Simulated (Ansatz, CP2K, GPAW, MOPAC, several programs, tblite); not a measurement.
## Many methods on one cell: In2O3 (A-La2O3 type)

In2O3 (A-La2O3 type), relaxed with r2SCAN in Ansatz, was computed with several methods. The symmetry is P-3m1 (No. 164, trigonal); a = 3.420 Å, c = 6.096 Å in the conventional setting, 12.35 Å³ an atom. In is surrounded by 7 O at 2.08–2.54 Å; O is surrounded by 6 In at 2.45 Å; O is surrounded by 4 In at 2.08–2.54 Å. Spin-unpolarised throughout. Whether this structure exists isn't addressed.

```
In O
1.0
     3.41981    0.00000    0.00000
    -1.70990    2.96164    0.00000
     0.00000    0.00000    6.09641
In O
2 3
Direct
  0.33333 0.66667 0.23708
  0.66667 0.33333 0.76292
  0.00000 0.00000 0.00000
  0.33333 0.66667 0.65424
  0.66667 0.33333 0.34576
```

Gaps and times are for a single point on this cell; volume and bulk modulus come from each method's own relaxation or energy curve at fixed shape, which is too stiff where a cell has free coordinates or axes. Times are rough, from shared hosts (Arm Neoverse V1), and each method has its own mesh and cell size. A dagger marks a closed or tiny gap in a crystal that DFT finds insulating: a failure of the method or a wrong SCF state. A double dagger marks a value from a curve with shape and coordinates held. PM6 (MOPAC), PM7 (MOPAC), GFN2-xTB (tblite) treat a cluster of cells at its zone centre, which samples few k points: where these miss a band edge, the gap comes out too large for that reason alone. Gaps from k meshes are read at a limited set of points (mesh, symmetry points, PBE's band edges), so each method's own least gap may be somewhat smaller. xTB and the PM methods were fitted mostly to molecules, and can miss a solid's gap by electronvolts. Minimal bases can be far off for gaps. Curves at held shape can't give the bulk modulus of a layered or molecular crystal, so none is listed. GLLB-SC's gap includes the derivative discontinuity. d marks a direct gap, i an indirect one (no mark: not told apart), a dash a value that wasn't computed or didn't pass its checks.

| method | kind | gap (eV) | own volume (Å³/atom) | bulk modulus (GPa) | atoms computed | processor time |
| --- | --- | --- | --- | --- | --- | --- |
| light PBE (260 eV, its own mesh) | light plane-wave | 0.63 d | – | – | 5 | 1.4 s |
| PM6 (MOPAC) | semi-empirical | 8.78 | – | – | 90 | 4.3 s |
| PM7 (MOPAC) | semi-empirical | 7.68 | – | – | 90 | 5 s |
| PBE | semilocal | 0.78 i | 13.00 | – | 5 | 8 s |
| GFN2-xTB (tblite) | tight binding | 0.08† | 11.77‡ | – | 90 | 13 s |
| PBE/SZV (CP2K) | small basis | 0.23 i | – | – | 5 | 19 s |
| r2SCAN | semilocal | 1.30 i | 12.35 | – | 5 | 21 s |
| GLLB-SC (GPAW) | model potential | 2.20 | – | – | 5 | 50 s |
| PBE/DZVP (CP2K) | small basis | 0.74 i | 13.03‡ | – | 5 | 59 s |

Against r2SCAN (1.30 eV) and with closed or daggered gaps left aside, the nearest gap at the points sampled is that of PBE (-0.52 eV) and the farthest that of PM6 (MOPAC) (+7.48 eV). r2SCAN is only a yardstick of convenience: semilocal gaps usually lie below measured ones, which GLLB-SC and hybrids aim to mend.

Volumes against r2SCAN's: PBE +5.3 %.

Runs without a result: GFN1-xTB (tblite) (single point).

Spin-orbit coupling is left out.
